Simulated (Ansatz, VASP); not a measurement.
**Two plane-wave programs on ZnS**

```
Zn S
1.0
     0.00000    2.69518    2.69518
     2.69518    0.00000    2.69518
     2.69518    2.69518    0.00000
Zn S
1 1
Direct
  0.25000 0.25000 0.25000
  0.00000 0.00000 0.00000
```

Alike in both runs: functional r2SCAN; k mesh 8 × 8 × 8; occupations fermi-dirac, width 0.02 eV; no spin polarisation.

Ansatz relaxed the structure, and its values are those at the end. VASP's run is a single point on that final structure, the one shown.

|  | VASP | Ansatz |
| --- | --- | --- |
| version | VASP 6.6.1 | Ansatz 0.2.0 |
| potentials or method | VASP PAW PBE potentials, release 64 (Zn, S) | PAW plane waves |
| plane-wave cutoff (eV) | 520 | 500 |
| valence electrons in the cell | 18 | 18 |

```tsv
	VASP	Ansatz	Ansatz less VASP
gap on the k mesh at the Fermi level (eV)	2.71	2.70	-0.013
pressure (GPa)	-0.1	0.0	+0.05
```

Caveats: the PAW data sets were made with another functional, which shifts forces and pressure a little (VASP). r2SCAN opens gaps a little over a GGA but as a rule still falls short of measured ones.
